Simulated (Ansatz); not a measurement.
An input for Ansatz 0.2.0 (I):

File input.yaml:

```yaml
crystal:
  lattice:
    - [0.0, 2.3656004428, 3.9098401324]
    - [2.1922454667, 0.0, 3.9098401324]
    - [2.1922454667, 2.3656004428, 0.0]
  atoms:
    - { symbol: I, position: [0.0, 0.0, 0.0] }
hamiltonian:
  xc: lda
  pseudopotentials: { kind: paw }
kpoints:
  mp_grid: { grid: [9, 9, 9] }
scf:
  occupations: { method: fermi_dirac, width: 0.05 }
output:
  eigenvalues: true
dielectric:
  method: response
```

Potentials or basis: Ansatz PAW.

Command:

```console
$ ansatz run input.yaml --threads 2 --pin off --max-ram 5632MiB --backend cpu --events-out ev --progress --plain --runs-dir out
```

Q: How does this run end?

A: The run stopped without a result. It printed:

Output:

```text
Error: inconsistent input (total_charge, dielectric): the neutral cell has an odd electron count (17.000), which no filling of whole bands holds here — the response to a homogeneous field is an insulator's; give the cell's own charge, if that leaves an even count, or lock an odd total moment (magnetization.spin_polarized: true, magnetization.spin_locking.lock_magnetization: hard, an odd magnetization.initial_magnetization), or remove dielectric
```
